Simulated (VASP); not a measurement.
A run of VASP 6.6.1 is set up as follows.

INCAR

```
SYSTEM = HC60N3
  PREC = Accurate
  ENCUT = 520
  EDIFF = 1E-6
  ISMEAR = 0
  SIGMA = 0.03
  LREAL = .False.
  LASPH = .True.
  NELM = 60
  ALGO = Normal
  ISIF = 2
  LWAVE = .False.
  LCHARG = .False.
  METAGGA = R2SCAN
  LMIXTAU = .True.
```

Contents of KPOINTS:

```
regular mesh
0
Gamma
  2 2 2
  0 0 0
```

File POSCAR:

```
HC60N3
1.0
    7.1400000000      0.0000000000      0.0000000000
    0.0000000000      7.1400000000      0.0000000000
    0.0000000000      0.0000000000      7.1400000000
H C N
1 60 3
Direct
    0.5415095400      0.5415095400      0.5415095400
    0.6286785400      0.6286785400      0.6286785400
    0.5014860000      0.7507060000      0.7507060000
    0.7507060000      0.5014860000      0.7507060000
    0.7507060000      0.7507060000      0.5014860000
    0.4950870000      0.2505090000      0.7494590000
    0.4950870000      0.7494590000      0.2505090000
    0.2505090000      0.4950870000      0.7494590000
    0.7494590000      0.4950870000      0.2505090000
    0.2505090000      0.7494590000      0.4950870000
    0.7494590000      0.2505090000      0.4950870000
    0.6235760000      0.3759650000      0.8734240000
    0.6235760000      0.8734240000      0.3759650000
    0.3759650000      0.6235760000      0.8734240000
    0.8734240000      0.6235760000      0.3759650000
    0.3759650000      0.8734240000      0.6235760000
    0.8734240000      0.3759650000      0.6235760000
    0.5050870000      0.2510410000      0.2510410000
    0.2510410000      0.5050870000      0.2510410000
    0.2510410000      0.2510410000      0.5050870000
    0.1273950000      0.6227350000      0.6227350000
    0.6227350000      0.1273950000      0.6227350000
    0.6227350000      0.6227350000      0.1273950000
    0.9999620000      0.4999560000      0.4999560000
    0.4999560000      0.9999620000      0.4999560000
    0.4999560000      0.4999560000      0.9999620000
    0.1278200000      0.3773090000      0.3773090000
    0.3773090000      0.1278200000      0.3773090000
    0.3773090000      0.3773090000      0.1278200000
    0.6239330000      0.8758650000      0.8758650000
    0.8758650000      0.6239330000      0.8758650000
    0.8758650000      0.8758650000      0.6239330000
    0.0011195000      0.7494200000      0.7494200000
    0.7494200000      0.0011195000      0.7494200000
    0.7494200000      0.7494200000      0.0011195000
    0.1237350000      0.3750450000      0.8761320000
    0.1237350000      0.8761320000      0.3750450000
    0.3750450000      0.1237350000      0.8761320000
    0.8761320000      0.1237350000      0.3750450000
    0.3750450000      0.8761320000      0.1237350000
    0.8761320000      0.3750450000      0.1237350000
    0.9987500000      0.2495250000      0.7493430000
    0.9987500000      0.7493430000      0.2495250000
    0.2495250000      0.9987500000      0.7493430000
    0.7493430000      0.9987500000      0.2495250000
    0.2495250000      0.7493430000      0.9987500000
    0.7493430000      0.2495250000      0.9987500000
    0.1237820000      0.1237820000      0.6246850000
    0.1237820000      0.6246850000      0.1237820000
    0.6246850000      0.1237820000      0.1237820000
    0.0017403000      0.2503660000      0.2503660000
    0.2503660000      0.0017403000      0.2503660000
    0.2503660000      0.2503660000      0.0017403000
    0.1249420000      0.8743930000      0.8743930000
    0.8743930000      0.1249420000      0.8743930000
    0.8743930000      0.8743930000      0.1249420000
    0.9999680000      0.9999680000      0.4998950000
    0.9999680000      0.4998950000      0.9999680000
    0.4998950000      0.9999680000      0.9999680000
    0.1254050000      0.1254050000      0.1254050000
    0.9997840000      0.9997840000      0.9997840000
    0.6351560000      0.3648080000      0.3648080000
    0.3648080000      0.6351560000      0.3648080000
    0.3648080000      0.3648080000      0.6351560000
```

Potentials or basis: VASP PAW PBE potentials, release 64 (H, C, N).

Command:

```bash
$ cat potpaw_PBE.64/H/POTCAR potpaw_PBE.64/C/POTCAR potpaw_PBE.64/N/POTCAR > POTCAR
$ mpirun -np 1 vasp_std > vasp.out
```

(1) What does it give for the pressure?

(2) What does it give for the largest force?

(3) Estimate the band gap on the k mesh.

Results:

(1) -3.0 GPa.

(2) 1.017 eV/Å.

(3) 3.94 eV, indirect (least direct gap 4.00 eV).

Caveat: the k mesh is coarse (spacing up to 0.44 Å⁻¹), so the values aren't converged; the PAW data sets were made with another functional, which shifts forces and pressure a little.
